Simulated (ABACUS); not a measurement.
Crystal: Au.

```
Au
1.0
     0.00000    2.03500    2.03500
     2.03500    0.00000    2.03500
     2.03500    2.03500    0.00000
Au
1
Direct
  0.00000 0.00000 0.00000
```

```yaml
Program: ABACUS 3.10.1
Task: relaxation of cell and atoms
Functional: SCAN
Potentials_or_basis: SG15 ONCV 1.2 PBE
Cutoff: 1197 eV
Density_cutoff: 4789 eV
Basis: plane waves
k_mesh: 7 × 7 × 7
Occupations: fermi-dirac, width 0.05 eV
Spin: no spin polarisation
```

At the start: pressure 3.8 GPa; volume 16.85 Å³/atom.

Q: Where does the relaxation end?

A: Over 3 steps the energy falls by 4.0 meV/atom and the volume is 17.21 Å³/atom (+2.1 %); space group Fm-3m (No. 225, to 0.05 Å).

Step by step:
```csv
step,energy change (eV),largest force (eV/Å),pressure (GPa),volume (Å³)
1,0.0000,0.0000,3.77,16.85
2,0.0087,0.0000,-5.82,17.88
3,-0.0040,0.0000,-0.10,17.21
```

Final structure:
```
CELL_PARAMETERS angstrom
0.00000 2.04923 2.04923
2.04923 0.00000 2.04923
2.04923 2.04923 0.00000
ATOMIC_POSITIONS crystal
Au 0.00000 0.00000 0.00000
```

Caveat: the k mesh is coarse (spacing up to 0.38 Å⁻¹), so the values aren't converged; the potentials were made for another functional, which shifts forces and pressure.
